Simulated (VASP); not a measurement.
# C: single point with r2SCAN+rVV10

C:

```
C
1.0
     2.46100    0.00000    0.00000
    -1.23050    2.13129    0.00000
     0.00000    0.00000    6.17136
C
4
Direct
  0.00000 0.00000 0.25000
  0.33333 0.66667 0.25000
  0.00000 0.00000 0.75000
  0.66667 0.33333 0.75000
```

The cell was built by a generator and needn't be a form met in nature.

```
Program                : VASP 6.6.1
Task                   : single point
Functional             : r2SCAN
Dispersion             : rVV10
Potentials or basis    : VASP PAW PBE potentials, release 64 (C)
Cutoff                 : 520 eV
k mesh                 : 16 × 16 × 4
Occupations            : fermi-dirac, width 0.05 eV
Spin                   : no spin polarisation
Further INCAR settings : ALGO = Normal; EDIFF = 1e-06
```

| Property | Result |
| --- | --- |
| Pressure | 0.0 GPa |
| Band gap on the k mesh | 0.30 eV, direct |

Stress tensor (GPa, compression positive):
```
-2.54  0.00  0.00
 0.00 -2.54  0.00
 0.00  0.00  5.11
```

Levels at points of the mesh, in eV from the valence-band top:
```tsv
k point	band 6	band 7	band 8	band 9	band 10	band 11
(0.00, 0.00, 0.00)	-3.07	-3.02	-3.02	5.46	8.79	8.79
(0.50, 0.00, 0.00)	-6.58	-3.10	-2.03	1.83	2.75	7.47
(0.00, 0.00, 0.50)	-3.04	-3.04	-3.04	8.84	8.84	8.84
(0.50, 0.00, 0.50)	-6.64	-2.39	-2.39	1.86	1.86	7.83
```

It took 84 s on 1 thread of Intel(R) Xeon(R) 6975P-C (Granite Rapids), with other jobs on the host, peak memory 0.23 GiB.

Caveat: the PAW data sets were made with another functional, which shifts forces and pressure a little. r2SCAN opens gaps a little over a GGA but as a rule still falls short of measured ones.
